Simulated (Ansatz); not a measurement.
**HgSe: single point with HSE06**

Crystal: HgSe.

```
CELL_PARAMETERS angstrom
0.00000 3.03900 3.03900
3.03900 0.00000 3.03900
3.03900 3.03900 0.00000
ATOMIC_POSITIONS crystal
Hg 0.00000 0.00000 0.00000
Se 0.75000 0.75000 0.75000
```

```json
{
 "Program": "Ansatz 0.2.0",
 "Task": "single point",
 "Functional": "HSE06",
 "Potentials or basis": "all-electron PAW datasets made for the crystal",
 "Cutoff": "380 eV (chosen from the basis error)",
 "k mesh": "6 × 6 × 6",
 "Occupations": "fermi-dirac, width 0.05 eV",
 "Spin": "no spin polarisation"
}
```

| Item | Value |
| --- | --- |
| Pressure | 2.9 GPa |
| Band gap on the k mesh | none (metal or under the smearing width) |

Levels at points of the mesh, in eV from the Fermi level:
```tsv
k point	band 15	band 16	band 17	band 18	band 19	band 20
(0.00, 0.00, 0.00)	-7.51	-0.20	-0.04	-0.04	-0.04	6.37
(0.00, 0.00, -0.50)	-7.14	-5.94	-1.10	-1.10	1.91	7.16
(0.00, -0.50, -0.50)	-7.08	-5.55	-2.54	-2.54	3.62	3.69
```

Wall time 11 min on 2 threads of AMD EPYC 7R43 64-Core Processor (Zen 3), on a shared host, peak memory 1.4 GiB.

Caveat: the k mesh is thin for a metal, which can move the energy by tens of meV per atom. The run has no spin-orbit coupling, so splittings on Hg are missing.
